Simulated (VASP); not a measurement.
# CdO (Fm-3m) in VASP: a series of runs

The runs below take CdO through relaxation of cell and atoms, with PBEsol.

Program: VASP 6.6.1. These are calculated values, not measurements. Logs are shortened: lines on timing, memory, paths and dates and some standing lists are left out, and cuts for length are marked.

## 1. Starting point

It takes space group Fm-3m (No. 225, cubic). The conventional cell has a = 4.699 Å, b = 4.699 Å, c = 4.699 Å, α = 90.00°, β = 90.00°, γ = 90.00°. Cd (site symmetry m-3m) is surrounded by 6 O at 2.35 Å. Around O (site symmetry m-3m) lie 6 Cd at 2.35 Å.

The cell was built by a generator and needn't be a form met in nature.

## 2. Relaxation of cell and atoms, PBEsol

The input, INCAR:

```
PREC = Accurate
ENCUT = 600
EDIFF = 1E-6
ISMEAR = 0
SIGMA = 0.03
LREAL = F
LASPH = T
NELM = 80
ALGO = Normal
ISIF = 3
LWAVE = F
LCHARG = F
GGA = PS
IBRION = 2
NSW = 90
EDIFFG = -0.01
KPAR = 2
```

The input, KPOINTS:

```
regular mesh
0
Gamma
  12 12 12
```

The input, POSCAR:

```
CdO
1.0
    0.0000000000      2.3495000000      2.3495000000
    2.3495000000      0.0000000000      2.3495000000
    2.3495000000      2.3495000000      0.0000000000
Cd O
1 1
Direct
    0.0000000000      0.0000000000      0.0000000000
    0.5000000000      0.5000000000      0.5000000000
```

Potentials or basis: VASP PAW PBE potentials, release 64 (Cd, O).

Command:

```bash
$ cat potpaw_PBE.64/Cd/POTCAR potpaw_PBE.64/O/POTCAR > POTCAR
$ mpirun -np 2 vasp_std > vasp.out
```

OUTCAR:

```text
PREC = Accurate
   ENCUT = 600
   EDIFF = 1E-6
   ISMEAR = 0
   LREAL = F
   LASPH = T
   NELM = 80
   ISIF = 3
   GGA = PS
   IBRION = 2
   NSW = 90
   EDIFFG = -0.01

 ion  position               nearest neighbor table
   1  0.000  0.000  0.000-   2 2.35   2 2.35   2 2.35   2 2.35   2 2.35   2 2.35
   2  0.500  0.500  0.500-   1 2.35   1 2.35   1 2.35   1 2.35   1 2.35   1 2.35

  LATTYP: Found a face centered cubic cell.
 ALAT       =     4.6990000000

  Lattice vectors:

 A1 = (   0.0000000000,   2.3495000000,   2.3495000000)
 A2 = (   2.3495000000,   0.0000000000,   2.3495000000)
 A3 = (   2.3495000000,   2.3495000000,   0.0000000000)

Analysis of symmetry for initial positions (statically):
=====================================================================
 Subroutine PRICEL returns:
 Original cell was already a primitive cell.

 Routine SETGRP: Setting up the symmetry group for a
 face centered cubic supercell.

 Subroutine GETGRP returns: Found 48 space group operations
 (whereof 48 operations were pure point group operations)
 out of a pool of 48 trial point group operations.

The static configuration has the point symmetry O_h .

Analysis of symmetry for dynamics (positions and initial velocities):
=====================================================================
 Subroutine PRICEL returns:
 Original cell was already a primitive cell.

 Routine SETGRP: Setting up the symmetry group for a
 face centered cubic supercell.

 Subroutine GETGRP returns: Found 48 space group operations
 (whereof 48 operations were pure point group operations)
 out of a pool of 48 trial point group operations.

The dynamic configuration has the point symmetry O_h .

 Subroutine INISYM returns: Found 48 space group operations
 (whereof 48 operations are pure point group operations),
 and found     1 'primitive' translations

----------------------------------------------------------------------------------------

                                     Primitive cell

  volume of cell :      25.9392

  direct lattice vectors                    reciprocal lattice vectors
     0.000000000  2.349500000  2.349500000    -0.212811236  0.212811236  0.212811236
     2.349500000  0.000000000  2.349500000     0.212811236 -0.212811236  0.212811236
     2.349500000  2.349500000  0.000000000     0.212811236  0.212811236 -0.212811236

  length of vectors
     3.322694765  3.322694765  3.322694765     0.368599874  0.368599874  0.368599874

  position of ions in fractional coordinates (direct lattice)
     0.000000000  0.000000000  0.000000000
     0.500000000  0.500000000  0.500000000

  ion indices of the primitive-cell ions
   primitive index   ion index
                 1           1
                 2           2

----------------------------------------------------------------------------------------

 KPOINTS: regular mesh

Automatic generation of k-mesh.
 Grid dimensions read from file:
 generate k-points for:   12   12   12

 Generating k-lattice:

  Cartesian coordinates                     Fractional coordinates (reciprocal lattice)
    -0.017734270  0.017734270  0.017734270     0.083333333  0.000000000  0.000000000
     0.017734270 -0.017734270  0.017734270     0.000000000  0.083333333  0.000000000
     0.017734270  0.017734270 -0.017734270     0.000000000  0.000000000  0.083333333

  Length of vectors
     0.030716656  0.030716656  0.030716656

  Shift w.r.t. Gamma in fractional coordinates (k-lattice)
     0.000000000  0.000000000  0.000000000

 Subroutine IBZKPT returns following result:
 ===========================================

 Found     72 irreducible k-points:

 Following reciprocal coordinates:
            Coordinates               Weight
  0.000000  0.000000  0.000000      1.000000
  0.083333  0.000000  0.000000      8.000000
  0.166667  0.000000  0.000000      8.000000
  0.250000  0.000000  0.000000      8.000000
  0.333333  0.000000  0.000000      8.000000
  0.416667  0.000000  0.000000      8.000000
[... 16 lines left out ...]
  0.500000  0.166667  0.000000     24.000000
 -0.416667  0.166667  0.000000     24.000000
 [... further k-points ...]
   k-points           NKPTS =     72   k-points in BZ     NKDIM =     72   number of bands    NBANDS=     13
   number of dos      NEDOS =    301   number of ions     NIONS =      2
   total plane-waves  NPLWV =  21952
   dimension x,y,z NGX =    28 NGY =   28 NGZ =   28
   dimension x,y,z NGXF=    56 NGYF=   56 NGZF=   56
   ions per type =               1   1
   NGX,Y,Z   is equivalent  to a cutoff of  14.01, 14.01, 14.01 a.u.
   NGXF,Y,Z  is equivalent  to a cutoff of  28.02, 28.02, 28.02 a.u.
 SYSTEM =  unknown system
   PREC   = accura    normal or accurate (medium, high low for compatibility)
   ISTART =      0    job   : 0-new  1-cont  2-samecut
   ICHARG =      2    charge: 1-file 2-atom 10-const
   ISPIN  =      1    spin polarized calculation?
   LNONCOLLINEAR =      F non collinear calculations
   LSORBIT =      F    spin-orbit coupling
   LASPH  =      T    aspherical Exc in radial PAW
   ENCUT  =  600.0 eV  44.10 Ry    6.64 a.u.   6.64  6.64  6.64*2*pi/ulx,y,z
   NELM   =     80;   NELMIN=  2; NELMDL= -5     # of ELM steps
   EDIFF  = 0.1E-05   stopping-criterion for ELM
   LREAL  =      F    real-space projection
   EDIFFG = -.1E-01   stopping-criterion for IOM
   NSW    =     90    number of steps for IOM
   IBRION =      2    ionic relax: 0-MD 1-quasi-New 2-CG
   NFREE  =      1    steps in history (QN), initial steepest desc. (CG)
   ISIF   =      3    stress and relaxation
   ISYM   =      2    0-nonsym 1-usesym 2-fastsym
   POTIM  = 0.5000    time-step for ionic-motion
   TEBEG  =    0.0;   TEEND  =   0.0 temperature during run
   PSTRESS=    0.0 pullay stress
   NELECT =      18.0000    total number of electrons
   NUPDOWN=      -1.0000    fix difference up-down
   EMIN   =  10.00;   EMAX   =-10.00  energy-range for DOS
   EFERMI =   0.00;   METHOD = LEGACY
   ISMEAR =     0;   SIGMA  =   0.03  broadening in eV -4-tet -1-fermi 0-gaus
   EFERMI_NEDOS =   21; number of points for ismear=-14 and -15
   IALGO  =     38    algorithm
   IMIX   =      4    mixing-type and parameters
     AMIX     =   0.40;   BMIX     =  1.00
     AMIX_MAG =   1.60;   BMIX_MAG =  1.00
  volume/ion in A,a.u.               =      12.97        87.52
  Fermi-wavevector in a.u.,A,eV,Ry     =   1.449373  2.738918 28.581522  2.100683
  Thomas-Fermi vector in A             =   2.567107
   LORBIT       =      0    0 simple, 1 ext, 2 COOP (PROOUT), +10 PAW based schemes
   GGA     = PS    functional components
   LHFCALC =     F    Hartree Fock is set to
   AEXX    =    0.0000 exact exchange contribution
   IVDW    =     0    specifies the selected vdW correction
   LEPSILON=     F    determine dielectric tensor
   LRPA    =     F    only Hartree local field effects (RPA)
 conjugate gradient relaxation of ions
 non-spin polarized calculation
 Gauss-broadening in eV      SIGMA  =   0.03
  energy-cutoff  :      600.00
  volume of cell :       25.94
 maximum number of plane-waves:       893
   NGX = 13   NGY = 13   NGZ = 13

--------------------------------------- Ionic step        1  -------------------------------------------

 number of electron      18.0000002 magnetization

 Free energy of the ion-electron system (eV)
  ---------------------------------------------------
  ext. energy  EPLUGINS =         0.00000000
  ---------------------------------------------------
  free energy    TOTEN  =        -8.50538664 eV

  energy without entropy =       -8.50534101  energy(sigma->0) =       -8.50536382

------------------------ aborting loop because EDIFF is reached ----------------------------------------

  FORCE on cell =-STRESS in cart. coord.  units (eV):
  Direction    XX          YY          ZZ          XY          YZ          ZX
  --------------------------------------------------------------------------------------
  -------------------------------------------------------------------------------------
  Total        0.0857881      0.0857881      0.0857881     -0.0000000      0.0000000     -0.0000000
  in kB        5.2988488      5.2988488      5.2988488     -0.0000000      0.0000000     -0.0000000
  external PRESSURE =       5.2988488 kB  Pullay stress =       0.0000000 kB

 VOLUME and BASIS-vectors are now :
 -----------------------------------------------------------------------------
  energy-cutoff  :      600.00
  volume of cell :       25.94
      direct lattice vectors                 reciprocal lattice vectors
     0.000000000  2.349500000  2.349500000    -0.212811236  0.212811236  0.212811236
     2.349500000  0.000000000  2.349500000     0.212811236 -0.212811236  0.212811236
     2.349500000  2.349500000  0.000000000     0.212811236  0.212811236 -0.212811236
[... 37 lines left out ...]
 POSITION                                       TOTAL-FORCE (eV/Angst)
 -----------------------------------------------------------------------------------
      0.00000      0.00000      0.00000         0.000000     -0.000000     -0.000000
      2.35436      2.35436      2.35436        -0.000000      0.000000      0.000000
 -----------------------------------------------------------------------------------
    total drift:                                0.000000      0.000000      0.000000

  FREE ENERGIE OF THE ION-ELECTRON SYSTEM (eV)
  ---------------------------------------------------
  free  energy   TOTEN  =        -8.5054754083 eV

  energy  without entropy=       -8.5054296278  energy(sigma->0) =       -8.50545252

--------------------------------------- Ionic step        3  -------------------------------------------

 number of electron      18.0000002 magnetization

 Free energy of the ion-electron system (eV)
  ---------------------------------------------------
  ext. energy  EPLUGINS =         0.00000000
  ---------------------------------------------------
  free energy    TOTEN  =        -8.50554877 eV

  energy without entropy =       -8.50550305  energy(sigma->0) =       -8.50552591

 E-fermi :   1.8752     XC(G=0): -11.9422

 val. band max:        1.8490335749   @ k =   0.5000   0.0000   0.0000
 cond. band min:       2.1416214999   @ k =   0.0833   0.0000   0.0000
 fundamental gap:      0.2925879250
 Fermi energy:         1.8751672914

 k-point     1 :       0.0000    0.0000    0.0000
  band No.  band energies     occupation
      1     -15.4488      2.00000
      2      -4.8051      2.00000
      3      -4.8051      2.00000
      4      -4.8051      2.00000
      5      -4.5027      2.00000
      6      -4.5027      2.00000
      7       0.5008      2.00000
      8       0.5008      2.00000
      9       0.5008      2.00000
     10       1.3096      2.00000
     11      16.6110      0.00000
     12      18.7064      0.00000
     13      18.7064      0.00000

 k-point     2 :       0.0833    0.0000    0.0000
  band No.  band energies     occupation
      1     -15.3996      2.00000
      2      -4.8337      2.00000
      3      -4.7908      2.00000
      4      -4.7908      2.00000
      5      -4.5540      2.00000
      6      -4.5540      2.00000
      7      -0.2327      2.00000
      8       0.5994      2.00000
      9       0.5994      2.00000
     10       2.1416      0.00000
     11      15.6869      0.00000
[... 339 lines left out ...]
 k-point    24 :      -0.4167    0.1667    0.0000
  band No.  band energies     occupation
      1     -14.6528      2.00000
      2      -5.5686      2.00000
      3      -5.2732      2.00000
      4      -5.1787      2.00000
      5      -4.2707      2.00000
      6      -4.2478      2.00000
      7      -1.8792      2.00000
      8       0.6436      2.00000
      9       1.5984      2.00000
     10       7.3846      0.00000
     11       8.7356      0.00000
     12      12.0176      0.00000
     13      14.0176      0.00000

 [... further k-points ...]

------------------------ aborting loop because EDIFF is reached ----------------------------------------

  FORCE on cell =-STRESS in cart. coord.  units (eV):
  Direction    XX          YY          ZZ          XY          YZ          ZX
  --------------------------------------------------------------------------------------
  -------------------------------------------------------------------------------------
  Total        0.0004121      0.0004121      0.0004121     -0.0000000     -0.0000000      0.0000000
  in kB        0.0253589      0.0253589      0.0253589     -0.0000000     -0.0000000      0.0000000
  external PRESSURE =       0.0253589 kB  Pullay stress =       0.0000000 kB

 VOLUME and BASIS-vectors are now :
 -----------------------------------------------------------------------------
  energy-cutoff  :      600.00
  volume of cell :       26.04
      direct lattice vectors                 reciprocal lattice vectors
     0.000000000  2.352396116  2.352396116    -0.212549237  0.212549237  0.212549237
     2.352396116 -0.000000000  2.352396116     0.212549237 -0.212549237  0.212549237
     2.352396116  2.352396116 -0.000000000     0.212549237  0.212549237 -0.212549237

 POSITION                                       TOTAL-FORCE (eV/Angst)
 -----------------------------------------------------------------------------------
      0.00000      0.00000      0.00000        -0.000000      0.000000     -0.000000
      2.35240      2.35240      2.35240         0.000000     -0.000000      0.000000
 -----------------------------------------------------------------------------------
    total drift:                                0.000000      0.000000      0.000000

  FREE ENERGIE OF THE ION-ELECTRON SYSTEM (eV)
  ---------------------------------------------------
  free  energy   TOTEN  =        -8.5055487727 eV

  energy  without entropy=       -8.5055030509  energy(sigma->0) =       -8.50552591

 reached required accuracy - stopping structural energy minimisation
```

Run time: 14 s. Hardware: 2 MPI ranks of Intel Xeon 6975P-C (Granite Rapids), shared host; peak memory 0.17 GiB.

What came out:

```yaml
Free_energy: -8.5055 eV
Relaxed_volume: 13.02 Å³/atom
Relaxed_cell: a = 3.327 Å, b = 3.327 Å, c = 3.327 Å, α = 60.00°, β = 60.00°, γ = 60.00°
Space_group_after_relaxing_to_0.05_Å: Fm-3m (No. 225)
Energy_gained_by_relaxing: 0.1 meV/atom
Ionic_steps: 3
Pressure_after_relaxing: 0.0 GPa
Band_gap_on_the_k_mesh: none (metal or under the smearing width)
```

The path:
| step | energy change (eV) | largest force (eV/Å) | pressure (GPa) | volume (Å³) |
| --- | --- | --- | --- | --- |
| 1 | 0.0000 | 0.0000 | 0.53 | 25.94 |
| 2 | -0.0001 | 0.0000 | -0.36 | 26.10 |
| 3 | -0.0002 | 0.0000 | 0.00 | 26.04 |

Final structure:
```cif
data_structure
_symmetry_space_group_name_H-M 'P 1'
_symmetry_Int_Tables_number 1
_cell_length_a 3.3268
_cell_length_b 3.3268
_cell_length_c 3.3268
_cell_angle_alpha 60.000
_cell_angle_beta 60.000
_cell_angle_gamma 60.000
_cell_volume 26.04
loop_
_atom_site_label
_atom_site_type_symbol
_atom_site_fract_x
_atom_site_fract_y
_atom_site_fract_z
_atom_site_occupancy
Cd1 Cd 0.00000 0.00000 0.00000 1
O1 O 0.50000 0.50000 0.50000 1
```

Caveat: the PAW data sets were made with another functional, which shifts forces and pressure a little; this crystal is a semiconductor, whose small gap the functional closes, so the metal is an error of the method.

## 3. Relaxation of cell and atoms, PBEsol

This run uses another cell than the first one, of 13.02 Å³/atom, 1.004 times its volume.

INCAR: that of step 2 with these lines changed.

```diff
@@ -2,3 +2,3 @@
 ENCUT = 600
-EDIFF = 1E-6
+EDIFF = 1E-7
 ISMEAR = 0
@@ -15,3 +15,3 @@
 NSW = 90
-EDIFFG = -0.01
+EDIFFG = -0.005
 KPAR = 2
```

KPOINTS is that of step 2.

The input, POSCAR:

```
CdO                                     
1.0
    0.0000000000      2.3523961159      2.3523961159
    2.3523961159     -0.0000000000      2.3523961159
    2.3523961159      2.3523961159     -0.0000000000
  Cd              O             
     1     1
Direct
     0.0000000000000000    0.0000000000000000    0.0000000000000000
     0.5000000000000000    0.5000000000000000    0.5000000000000000
```

Potentials or basis: VASP PAW PBE potentials, release 64 (Cd, O).

Command:

```bash
$ cat potpaw_PBE.64/Cd/POTCAR potpaw_PBE.64/O/POTCAR > POTCAR
$ mpirun -np 2 vasp_std > vasp.out
```

It took 7.2 s on 2 MPI ranks of Intel Xeon 6975P-C (Granite Rapids), shared host; peak memory 0.16 GiB.

The run converged. Its results:

* Free energy: -8.5057 eV
* Pressure after relaxing: 0.0 GPa
* Band gap on the k mesh: none (metal or under the smearing width)

Final structure:
```cif
data_structure
_symmetry_space_group_name_H-M 'P 1'
_symmetry_Int_Tables_number 1
_cell_length_a 3.3268
_cell_length_b 3.3268
_cell_length_c 3.3268
_cell_angle_alpha 60.000
_cell_angle_beta 60.000
_cell_angle_gamma 60.000
_cell_volume 26.04
loop_
_atom_site_label
_atom_site_type_symbol
_atom_site_fract_x
_atom_site_fract_y
_atom_site_fract_z
_atom_site_occupancy
Cd1 Cd 0.00000 0.00000 0.00000 1
O1 O 0.50000 0.50000 0.50000 1
```

Levels at points of the mesh, in eV from the Fermi level:
| k point | band 5 | band 6 | band 7 | band 8 | band 9 | band 10 | band 11 | band 12 | band 13 |
| --- | --- | --- | --- | --- | --- | --- | --- | --- | --- |
| (0.00, 0.00, 0.00) | -6.38 | -6.38 | -1.37 | -1.37 | -1.37 | -0.57 | 14.74 | 16.83 | 16.83 |
| (0.50, 0.00, 0.00) | -6.12 | -6.12 | -3.85 | -0.03 | -0.03 | 4.26 | 7.19 | 11.76 | 11.76 |
| (0.50, 0.50, 0.00) | -5.98 | -5.67 | -4.42 | -2.36 | -2.36 | 3.73 | 8.40 | 11.02 | 13.17 |

Caveat: the relaxation stopped at its first step, so nothing moved; the PAW data sets were made with another functional, which shifts forces and pressure a little; this crystal is a semiconductor, whose small gap the functional closes, so the metal is an error of the method.
